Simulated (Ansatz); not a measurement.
# AlN: how the settings move a single-point run

Aim: see which settings change the result for AlN, by how much, and at what cost. The cell is built on a prototype (CsCl type) and needn't be the phase found in nature.

Method: reference: DFT, r2SCAN, plane waves, PAW, in Ansatz 0.2.0.

4 further runs of the same task are left out: 4 that didn't finish.

## (1) Starting point

Symmetry: Pm-3m, No. 221, cubic system. The conventional cell has a = 2.585 Å, b = 2.585 Å, c = 2.585 Å, α = 90.00°, β = 90.00°, γ = 90.00°. Around Al (site symmetry m-3m) lie 8 N at 2.24 Å. N (site symmetry m-3m) has 8 Al at 2.24 Å as nearest neighbours.

Coordinates:

```cif
data_structure
_symmetry_space_group_name_H-M 'Pm-3m'
_symmetry_Int_Tables_number 221
_cell_length_a 2.5855
_cell_length_b 2.5855
_cell_length_c 2.5855
_cell_angle_alpha 90.000
_cell_angle_beta 90.000
_cell_angle_gamma 90.000
_cell_volume 17.28
loop_
_atom_site_label
_atom_site_type_symbol
_atom_site_symmetry_multiplicity
_atom_site_Wyckoff_symbol
_atom_site_fract_x
_atom_site_fract_y
_atom_site_fract_z
_atom_site_occupancy
Al1 Al 1 a 0.00000 0.00000 0.00000 1
N1 N 1 b 0.50000 0.50000 0.50000 1
```

## (2) Reference

The input, input.yaml:

```yaml
crystal:
  lattice:
    - [2.5854596279, 0.0, 0.0]
    - [0.0, 2.5854596279, 0.0]
    - [0.0, 0.0, 2.5854596279]
  atoms:
    - { symbol: Al, position: [0.0, 0.0, 0.0] }
    - { symbol: "N", position: [0.5, 0.5, 0.5] }
kpoints:
  mp_grid: { grid: [6, 6, 6] }
hamiltonian:
  xc: r2scan
scf:
  occupations: { method: fermi_dirac, width: 0.02 }
  n_extra_bands: 4
output:
  forces: true
  stress: true
  eigenvalues: true
```

Launch:

```console
$ ansatz run input.yaml --threads 4 --pin off --max-ram 3686MiB --backend cpu --events-out ev --progress --plain --runs-dir out
```

## (3) Changed: ecutwfc 300

input.yaml: that of step 2 with these lines changed.

```diff
@@ -19 +19,3 @@
   eigenvalues: true
+basis:
+  ecutwfc: 300
```

## (4) Changing settings: eigensolver.kind dense

input.yaml: that of step 2 with these lines changed.

```diff
@@ -15,2 +15,3 @@
   n_extra_bands: 4
+  eigensolver: { kind: dense }
 output:
```

## (5) Variant: occupations.method cold, occupations.width 0.2

input.yaml: that of step 2 with these lines changed.

```diff
@@ -13,3 +13,3 @@
 scf:
-  occupations: { method: fermi_dirac, width: 0.02 }
+  occupations: { method: cold, width: 0.2 }
   n_extra_bands: 4
```

## (6) Variant: ecutrho_ratio 12

input.yaml: that of step 2 with these lines changed.

```diff
@@ -15,2 +15,3 @@
   n_extra_bands: 4
+  max_iter: 78
 output:
@@ -19 +20,3 @@
   eigenvalues: true
+basis:
+  ecutrho_ratio: 12
```

## (7) Changed: ecutwfc 250

input.yaml: that of step 2 with these lines changed.

```diff
@@ -19 +19,3 @@
   eigenvalues: true
+basis:
+  ecutwfc: 250
```

## (8) Variant: xc lda

input.yaml: that of step 2 with these lines changed.

```diff
@@ -11,3 +11,3 @@
 hamiltonian:
-  xc: r2scan
+  xc: lda
 scf:
```

**Question.** What will these runs give? Wanted: for each run, ending; energy change; pressure; gap; force.

The runs gave:

```csv
run,ending,energy change,pressure (GPa),gap (eV),force (eV/Å),cycles,time
reference,converged,0,-0.4,0.00,0.00,7,0.81 s
1: ecutwfc 300,converged,+149.5 meV/atom,0.7,0.00,0.00,7,0.67 s
2: eigensolver.kind dense,converged,0.0 meV/atom,-0.4,0.00,0.00,7,6.5 s
"3: occupations.method cold, occupations.width 0.2",converged,-1.1 meV/atom (σ→0),-0.4,0.00,0.00,7,0.79 s
4: ecutrho_ratio 12,converged,0.0 meV/atom,-0.4,0.00,0.00,7,1.4 s
5: ecutwfc 250,converged,+530.1 meV/atom,-3.9,0.00,0.00,7,0.64 s
6: xc lda,converged,not comparable,-4.7,0.00,0.00,6,0.46 s
```

Residual by cycle in the longest SCF loop of each run; runs are numbered as in the table. The quantity is the density residual dr2, in eV.

```csv
cycle,reference,run 1,run 2,run 3,run 4,run 5,run 6
1,0.0321,0.0262,0.032,0.0319,0.0321,0.0379,0.00988
2,0.00309,0.00521,0.00309,0.00309,0.00309,0.0142,0.00216
3,6.8e-4,1.3e-4,6.6e-4,6.7e-4,6.8e-4,0.0105,1.2e-5
4,3.3e-5,2.1e-5,3.0e-5,3.3e-5,3.3e-5,3.3e-4,7.8e-8
5,1.4e-6,1.4e-6,1.8e-6,1.5e-6,1.4e-6,2.3e-6,1.8e-9
6,1.4e-7,4.7e-7,2.1e-7,1.6e-7,1.4e-7,2.9e-8,1.4e-10
7,3.5e-9,6.4e-8,4.8e-9,4.1e-9,3.3e-9,1.5e-10,-
```

**Reading.** Semilocal functionals close small gaps, so the missing gap need not be the real solid's. Runs 1 and 5 ran under the cutoff that the potentials recommend, as the log warns, so basis error is mixed into their values, and swamps them where the cutoff is far short. Of the variants the dearest is «eigensolver.kind dense» (6.5 s), the cheapest «xc lda» (0.46 s), on a shared host.
